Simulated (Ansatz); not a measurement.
# Au (omega type): how the settings move a single-point run

Question: which choices in the input matter for Au (omega type)?

Computed with Ansatz 0.2.0 (reference: DFT, PBE, PAW with Ansatz's default frozen-core files, scalar-relativistic, unless a step's input says otherwise).

1 further run of the same task is left out (set aside as unsound or not needed).

### 1 The structure to begin with

Symmetry: P6/mmm, No. 191, hexagonal system. Conventional cell: a = 3.764 Å, b = 3.764 Å, c = 2.243 Å, α = 90.00°, β = 90.00°, γ = 120.00°. Around Au (site symmetry 6/mmm) lie 14 Au at 2.24 to 2.45 Å. Au (site symmetry -6m2) is surrounded by 11 Au at 2.17 to 2.45 Å.

Structure file:

```cif
data_structure
_symmetry_space_group_name_H-M 'P6/mmm'
_symmetry_Int_Tables_number 191
_cell_length_a 3.7635
_cell_length_b 3.7635
_cell_length_c 2.2426
_cell_angle_alpha 90.000
_cell_angle_beta 90.000
_cell_angle_gamma 120.000
_cell_volume 27.51
loop_
_atom_site_label
_atom_site_type_symbol
_atom_site_symmetry_multiplicity
_atom_site_Wyckoff_symbol
_atom_site_fract_x
_atom_site_fract_y
_atom_site_fract_z
_atom_site_occupancy
Au1 Au 1 a 0.00000 0.00000 0.00000 1
Au2 Au 2 d 0.33333 0.66667 0.50000 1
```

### 2 The reference run

Contents of input.yaml:

```yaml
crystal:
  lattice:
    - [3.7635286291, 0.0, 0.0]
    - [-1.8817643146, 3.2593114007, 0.0]
    - [0.0, 0.0, 2.2426212803]
  atoms:
    - { symbol: Au, position: [0.0, 0.0, 0.0] }
    - { symbol: Au, position: [0.3333333333, 0.6666666667, 0.5] }
    - { symbol: Au, position: [0.6666666667, 0.3333333333, 0.5] }
kpoints:
  mp_grid: { grid: [9, 9, 12] }
scf:
  occupations: { method: fermi_dirac, width: 0.08 }
hamiltonian:
  xc: pbe
  pseudopotentials: { kind: paw }
output:
  forces: true
  stress: true
  eigenvalues: true
  populations: true
```

Command:

```bash
ansatz run input.yaml --threads 1 --pin off --max-ram 3072MiB --backend cpu --events-out ev --progress --plain --runs-dir out
```

### 3 Changed: chi_scale 0.1, hubbard.sites [{species: Au, l: d, u_eff: 3.0}], hubbard.double_counting fll

input.yaml: that of step 2 with these lines changed.

```diff
@@ -13,2 +13,3 @@
   occupations: { method: fermi_dirac, width: 0.08 }
+  initial_density: { chi_scale: 0.1 }
 hamiltonian:
@@ -16,2 +17,3 @@
   pseudopotentials: { kind: paw }
+  hubbard: { sites: [{ species: Au, l: d, u_eff: 3.0 }], double_counting: fll }
 output:
```

**Question.** What will these runs give? Wanted: for each run, ending; energy change; pressure; gap; force.

The runs gave:

| run | ending | energy change | pressure (GPa) | gap (eV) | force (eV/Å) | cycles | time |
| --- | --- | --- | --- | --- | --- | --- | --- |
| reference | converged | 0 | 623.1 | 0.00 | 0.00 | 7 | 4 s |
| 1: chi_scale 0.1, hubbard.sites [{species: Au, l: d, u_eff: 3.0}], hubbard.double_counting fll | converged | +367.3 meV/atom (U changed: no physical gain or loss) | 622.3 | 0.00 | 0.00 | 7 | 7.5 s |

Residual by cycle in the longest SCF loop of each run; runs are numbered as in the table. The quantity is the density residual dr2, in eV.

| cycle | reference | run 1 |
| --- | --- | --- |
| 1 | 0.0179 | 0.311 |
| 2 | 0.00547 | 0.112 |
| 3 | 9.1e-4 | 0.00219 |
| 4 | 9.0e-5 | 9.7e-4 |
| 5 | 7.9e-6 | 4.9e-5 |
| 6 | 1.2e-7 | 3.3e-6 |
| 7 | 5.4e-9 | 9.2e-8 |

**Reading.** Changing the start and Hubbard U moves the energy by +367.3 meV/atom, and the pressure goes from 623.1 to 622.3 GPa. The U term adds an energy of its own, so the shift says nothing about which run is better. Cost: 7.5 s against 4 s. A changed U is a change of model: its shifts are not errors of convergence. The structure is not at rest: the sound run finds 623 GPa, so these are no properties of the relaxed crystal. 
